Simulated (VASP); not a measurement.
# Al in VASP: further runs

One slab, Al, is run at these levels: LDA; tasks: single point, relaxation of the atoms.

All numbers are computed with VASP 6.6.1; they aren't measurements. Logs are shortened: lines on timing, memory, paths and dates and some standing lists are left out, and cuts for length are marked.

### 1 Starting point

The cell holds a slab with vacuum, 6 atoms: a = 2.817 Å, b = 2.817 Å, c = 26.502 Å, α = 90.00°, β = 90.00°, γ = 120.00°.

The slab is cut from a database's or a generator's crystal, which needn't be the stable form of the element.

### 2 Single point, LDA

File INCAR:

```
SYSTEM = Al
  PREC = Accurate
  ENCUT = 520
  EDIFF = 1E-6
  ISMEAR = 1
  SIGMA = 0.1
  LREAL = .False.
  LASPH = .True.
  NELM = 80
  ALGO = Normal
  ISIF = 2
  LWAVE = .False.
  LCHARG = .False.
  LDIPOL = .True.
  IDIPOL = 3
  DIPOL = 0.5 0.5 0.500
  LVHAR = .True.
  LVACPOTAV = .True.
  ICORELEVEL = 1
  KPAR = 2
```

File KPOINTS:

```
regular mesh
0
Gamma
  15 15 1
  0 0 0
```

File POSCAR:

```
Al
1.0
    2.8174514100      0.0000000000      0.0000000000
   -1.4087257100      2.4399845000      0.0000000000
    0.0000000000      0.0000000000     26.5021972300
Al
6
Direct
    0.6666666700      0.3333333300      0.2829954000
    0.3333333300      0.6666666700      0.3697972400
    0.0000000000      0.0000000000      0.4565990800
    0.6666666700      0.3333333300      0.5434009200
    0.3333333300      0.6666666700      0.6302027600
    0.0000000000      0.0000000000      0.7170046000
```

Potentials or basis: VASP PAW LDA potentials, release 64 (Al).

Launch:

```console
cat potpaw_LDA.64/Al/POTCAR > POTCAR
mpirun -np 2 vasp_std > vasp.out
```

OUTCAR:

```text
SYSTEM = Al
   PREC = Accurate
   ENCUT = 520
   EDIFF = 1E-6
   ISMEAR = 1
   LREAL = .False.
   LASPH = .True.
   NELM = 80
   ISIF = 2

 ion  position               nearest neighbor table
   1  0.667  0.333  0.283-   2 2.82   2 2.82   2 2.82
   2  0.333  0.667  0.370-   1 2.82   3 2.82   1 2.82   3 2.82   3 2.82   1 2.82
   3  0.000  0.000  0.457-   2 2.82   4 2.82   2 2.82   4 2.82   2 2.82   4 2.82
   4  0.667  0.333  0.543-   5 2.82   3 2.82   5 2.82   3 2.82   3 2.82   5 2.82
   5  0.333  0.667  0.630-   4 2.82   6 2.82   4 2.82   6 2.82   6 2.82   4 2.82
   6  0.000  0.000  0.717-   5 2.82   5 2.82   5 2.82

  LATTYP: Found a hexagonal cell.
 ALAT       =     2.8174514100
 C/A-ratio  =     9.4064434034

  Lattice vectors:

 A1 = (   2.8174514100,   0.0000000000,   0.0000000000)
 A2 = (  -1.4087257100,   2.4399845000,   0.0000000000)
 A3 = (   0.0000000000,   0.0000000000,  26.5021972300)

Analysis of symmetry for initial positions (statically):
=====================================================================
 Subroutine PRICEL returns:
 Original cell was already a primitive cell.

 Routine SETGRP: Setting up the symmetry group for a
 hexagonal supercell.

 Subroutine GETGRP returns: Found 12 space group operations
 (whereof  6 operations were pure point group operations)
 out of a pool of 24 trial point group operations.

The static configuration has the point symmetry C_3v.
 The point group associated with its full space group is D_3d.

Analysis of symmetry for dynamics (positions and initial velocities):
=====================================================================
 Subroutine PRICEL returns:
 Original cell was already a primitive cell.

 Routine SETGRP: Setting up the symmetry group for a
 hexagonal supercell.

 Subroutine GETGRP returns: Found 12 space group operations
 (whereof  6 operations were pure point group operations)
 out of a pool of 24 trial point group operations.

The dynamic configuration has the point symmetry C_3v.
 The point group associated with its full space group is D_3d.

 Subroutine INISYM returns: Found 12 space group operations
 (whereof  6 operations are pure point group operations),
 and found     1 'primitive' translations

----------------------------------------------------------------------------------------

                                     Primitive cell

  volume of cell :     182.1904

  direct lattice vectors                    reciprocal lattice vectors
     2.817451410  0.000000000  0.000000000     0.354930700  0.204919335  0.000000000
    -1.408725710  2.439984500  0.000000000     0.000000000  0.409838669  0.000000000
     0.000000000  0.000000000 26.502197230     0.000000000  0.000000000  0.037732720

  length of vectors
     2.817451410  2.817451417 26.502197230     0.409838670  0.409838669  0.037732720

  position of ions in fractional coordinates (direct lattice)
     0.666666670  0.333333330  0.282995400
     0.333333330  0.666666670  0.369797240
     0.000000000  0.000000000  0.456599080
     0.666666670  0.333333330  0.543400920
     0.333333330  0.666666670  0.630202760
     0.000000000  0.000000000  0.717004600

  ion indices of the primitive-cell ions
   primitive index   ion index
                 1           1
                 2           2
                 3           3
                 4           4
                 5           5
                 6           6

----------------------------------------------------------------------------------------

 KPOINTS: regular mesh

Automatic generation of k-mesh.
 Grid dimensions read from file:
 generate k-points for:   15   15    1

 Generating k-lattice:

  Cartesian coordinates                     Fractional coordinates (reciprocal lattice)
     0.023662047  0.013661289  0.000000000     0.066666667 -0.000000000  0.000000000
     0.000000000  0.027322578  0.000000000     0.000000000  0.066666667  0.000000000
     0.000000000  0.000000000  0.037732720     0.000000000  0.000000000  1.000000000

  Length of vectors
     0.027322578  0.027322578  0.037732720

  Shift w.r.t. Gamma in fractional coordinates (k-lattice)
     0.000000000  0.000000000  0.000000000

 Subroutine IBZKPT returns following result:
 ===========================================

 Found     27 irreducible k-points:

 Following reciprocal coordinates:
            Coordinates               Weight
  0.000000  0.000000  0.000000      1.000000
  0.066667 -0.000000  0.000000      6.000000
  0.133333 -0.000000  0.000000      6.000000
  0.200000  0.000000  0.000000      6.000000
  0.266667 -0.000000  0.000000      6.000000
  0.333333  0.000000  0.000000      6.000000
[... 16 lines left out ...]
  0.333333  0.200000  0.000000     12.000000
  0.400000  0.200000  0.000000      6.000000
 [... further k-points ...]
   k-points           NKPTS =     27   k-points in BZ     NKDIM =     27   number of bands    NBANDS=     13
   number of dos      NEDOS =    301   number of ions     NIONS =      6
   total plane-waves  NPLWV = 115200
   dimension x,y,z NGX =    24 NGY =   24 NGZ =  200
   dimension x,y,z NGXF=    48 NGYF=   48 NGZF=  400
   ions per type =               6
   NGX,Y,Z   is equivalent  to a cutoff of  14.16, 14.16, 12.55 a.u.
   NGXF,Y,Z  is equivalent  to a cutoff of  28.32, 28.32, 25.09 a.u.
 SYSTEM =  Al
   PREC   = accura    normal or accurate (medium, high low for compatibility)
   ISTART =      0    job   : 0-new  1-cont  2-samecut
   ICHARG =      2    charge: 1-file 2-atom 10-const
   ISPIN  =      1    spin polarized calculation?
   LNONCOLLINEAR =      F non collinear calculations
   LSORBIT =      F    spin-orbit coupling
   LASPH  =      T    aspherical Exc in radial PAW
   ENCUT  =  520.0 eV  38.22 Ry    6.18 a.u.   5.24  5.24 49.28*2*pi/ulx,y,z
   NELM   =     80;   NELMIN=  2; NELMDL= -5     # of ELM steps
   EDIFF  = 0.1E-05   stopping-criterion for ELM
   LREAL  =      F    real-space projection
   EDIFFG = 0.1E-04   stopping-criterion for IOM
   NSW    =      0    number of steps for IOM
   IBRION =     -1    ionic relax: 0-MD 1-quasi-New 2-CG
   NFREE  =      0    steps in history (QN), initial steepest desc. (CG)
   ISIF   =      2    stress and relaxation
   ISYM   =      2    0-nonsym 1-usesym 2-fastsym
   POTIM  = 0.5000    time-step for ionic-motion
   TEBEG  =    0.0;   TEEND  =   0.0 temperature during run
   PSTRESS=    0.0 pullay stress
   NELECT =      18.0000    total number of electrons
   NUPDOWN=      -1.0000    fix difference up-down
   EMIN   =  10.00;   EMAX   =-10.00  energy-range for DOS
   EFERMI =   0.00;   METHOD = LEGACY
   ISMEAR =     1;   SIGMA  =   0.10  broadening in eV -4-tet -1-fermi 0-gaus
   EFERMI_NEDOS =   21; number of points for ismear=-14 and -15
   IALGO  =     38    algorithm
   IMIX   =      4    mixing-type and parameters
     AMIX     =   0.40;   BMIX     =  1.00
     AMIX_MAG =   1.60;   BMIX_MAG =  1.00
  volume/ion in A,a.u.               =      30.37       204.91
  Fermi-wavevector in a.u.,A,eV,Ry     =   0.756816  1.430176  7.793024  0.572771
  Thomas-Fermi vector in A             =   1.855022
   LORBIT       =      0    0 simple, 1 ext, 2 COOP (PROOUT), +10 PAW based schemes
   GGA     = CA    functional components
   LHFCALC =     F    Hartree Fock is set to
   AEXX    =    0.0000 exact exchange contribution
   IVDW    =     0    specifies the selected vdW correction
   LEPSILON=     F    determine dielectric tensor
   LRPA    =     F    only Hartree local field effects (RPA)
 non-spin polarized calculation
 Methfessel and Paxton  Order N= 1 SIGMA  =   0.10
  energy-cutoff  :      520.00
  volume of cell :      182.19
 maximum number of plane-waves:      4944
 NGX is ok and might be reduce to    24
   NGX = 11   NGY = 11   NGZ = 99

 number of electron      18.0000000 magnetization

 dipolmoment           0.000000      0.000000      0.000000 electrons x Angstroem

 Free energy of the ion-electron system (eV)
  ---------------------------------------------------
  ext. energy  EPLUGINS =         0.00000000
  ---------------------------------------------------
  free energy    TOTEN  =       -24.31186487 eV

  energy without entropy =      -24.31203410  energy(sigma->0) =      -24.31192128

 the core state eigenenergies are
   1-  1s  -1494.7463  2s   -100.1066  2p    -62.3929
   2-  1s  -1494.6077  2s   -100.0366  2p    -62.3182
   3-  1s  -1494.6344  2s   -100.0531  2p    -62.3353
   4-  1s  -1494.6344  2s   -100.0531  2p    -62.3353
   5-  1s  -1494.6077  2s   -100.0366  2p    -62.3182
   6-  1s  -1494.7463  2s   -100.1066  2p    -62.3929

 E-fermi :   2.3302     XC(G=0):  -6.1923

 val. band max:        2.3237049861   @ k =   0.4000   0.1333   0.0000
 cond. band min:       2.3662083187   @ k =   0.2667   0.2000   0.0000
 fundamental gap:      0.0425033327
 Fermi energy:         2.3301752968

 k-point     1 :       0.0000    0.0000    0.0000
  band No.  band energies     occupation
      1      -8.8884      2.00000
      2      -8.3704      2.00000
      3      -7.5277      2.00000
      4      -6.3896      2.00000
      5      -4.9570      2.00000
      6      -3.2293      2.00000
      7      -1.4964      2.00000
      8       0.6314      2.00000
      9       2.7479     -0.00000
     10       4.6550      0.00000
     11       5.8795      0.00000
     12       6.8643      0.00000
     13       6.9980      0.00000

 k-point     2 :       0.0667   -0.0000    0.0000
  band No.  band energies     occupation
      1      -8.7784      2.00000
      2      -8.2607      2.00000
      3      -7.4185      2.00000
      4      -6.2812      2.00000
      5      -4.8493      2.00000
      6      -3.1216      2.00000
      7      -1.3936      2.00000
      8       0.7341      2.00000
      9       2.8490     -0.00000
     10       4.7559      0.00000
     11       5.9857      0.00000
     12       6.9682      0.00000
     13       7.1038      0.00000

 k-point     3 :       0.1333   -0.0000    0.0000
  band No.  band energies     occupation
      1      -8.4487      2.00000
      2      -7.9321      2.00000
      3      -7.0916      2.00000
      4      -5.9564      2.00000
      5      -4.5269      2.00000
      6      -2.7995      2.00000
      7      -1.0855      2.00000
      8       1.0405      2.00000
      9       3.1485     -0.00000
     10       5.0505      0.00000
     11       6.2973      0.00000
     12       7.2647      0.00000
     13       7.4097      0.00000
[... 305 lines left out ...]
 k-point    23 :       0.3333    0.2000    0.0000
  band No.  band energies     occupation
      1      -3.6003      2.00000
      2      -3.1019      2.00000
      3      -2.2939      2.00000
      4      -1.2193      2.00000
      5      -0.4839      2.00000
      6      -0.0428      2.00000
      7       0.1075      2.00000
      8       0.8854      2.00000
      9       1.8665      2.00000
     10       2.0570      2.00077
     11       2.6017     -0.00084
     12       3.0687     -0.00000
     13       3.2683     -0.00000

 k-point    24 :       0.4000    0.2000    0.0000
  band No.  band energies     occupation
      1      -2.1357      2.00000
      2      -2.1324      2.00000
      3      -1.6920      2.00000
      4      -1.5899      2.00000
      5      -0.9131      2.00000
      6      -0.7963      2.00000
      7      -0.0400      2.00000
      8       0.5159      2.00000
      9       1.6270      2.00000
     10       1.8146      2.00000
     11       2.5001     -0.03718
     12       2.6511     -0.00006
     13       3.2366     -0.00000

 [... further k-points ...]

------------------------ aborting loop because EDIFF is reached ----------------------------------------

  FORCE on cell =-STRESS in cart. coord.  units (eV):
  Direction    XX          YY          ZZ          XY          YZ          ZX
  --------------------------------------------------------------------------------------
  -------------------------------------------------------------------------------------
  Total       -1.2106969     -1.2106969      0.4418762      0.0000000      0.0000000      0.0000000
  in kB      -10.6468379    -10.6468379      3.8858481      0.0000000      0.0000000      0.0000000
  external PRESSURE =      -5.8026092 kB  Pullay stress =       0.0000000 kB

 VOLUME and BASIS-vectors are now :
 -----------------------------------------------------------------------------
  energy-cutoff  :      520.00
  volume of cell :      182.19
      direct lattice vectors                 reciprocal lattice vectors
     2.817451410  0.000000000  0.000000000     0.354930700  0.204919335  0.000000000
    -1.408725710  2.439984500  0.000000000     0.000000000  0.409838669  0.000000000
     0.000000000  0.000000000 26.502197230     0.000000000  0.000000000  0.037732720

 POSITION                                       TOTAL-FORCE (eV/Angst)
 -----------------------------------------------------------------------------------
      1.40873      0.81333      7.50000         0.000000      0.000000     -0.044733
     -0.00000      1.62666      9.80044         0.000000     -0.000000      0.009275
      0.00000      0.00000     12.10088         0.000000      0.000000      0.003722
      1.40873      0.81333     14.40132        -0.000000      0.000000     -0.003722
     -0.00000      1.62666     16.70176        -0.000000      0.000000     -0.009275
      0.00000      0.00000     19.00220        -0.000000     -0.000000      0.044733
 -----------------------------------------------------------------------------------
    total drift:                                0.000000     -0.000000      0.000000

  FREE ENERGIE OF THE ION-ELECTRON SYSTEM (eV)
  ---------------------------------------------------
  free  energy   TOTEN  =       -24.3118648701 eV

  energy  without entropy=      -24.3120341017  energy(sigma->0) =      -24.31192128

 vacuum level on the upper side and lower side of the slab         6.516         6.516
```

Run time: 45 s. Hardware: 2 MPI ranks of Intel Xeon Platinum 8259CL at 2.50GHz (Skylake/Cascade Lake), shared host; peak memory 0.25 GiB.

What came out:

```
Free energy                     : -24.3119 eV
Largest force                   : 0.045 eV/Å
Band gap on the k mesh          : none (metal or under the smearing width)
Work function of the upper face : 4.19 eV
Work function of the lower face : 4.19 eV
```

Forces on the atoms (eV/Å):
```
Al   0.000  0.000 -0.045
Al   0.000  0.000  0.009
Al   0.000  0.000  0.004
Al   0.000  0.000 -0.004
Al   0.000  0.000 -0.009
Al   0.000  0.000  0.045
```

Core levels (eV, on the scale of the bands):
| atom | levels |
| --- | --- |
| 1 Al | 1s -1494.7, 2s -100.1, 2p -62.4 |
| 2 Al | 1s -1494.6, 2s -100.0, 2p -62.3 |
| 3 Al | 1s -1494.6, 2s -100.1, 2p -62.3 |
| 4 Al | 1s -1494.6, 2s -100.1, 2p -62.3 |
| 5 Al | 1s -1494.6, 2s -100.0, 2p -62.3 |
| 6 Al | 1s -1494.7, 2s -100.1, 2p -62.4 |

(Continued in part 2 of 2.)
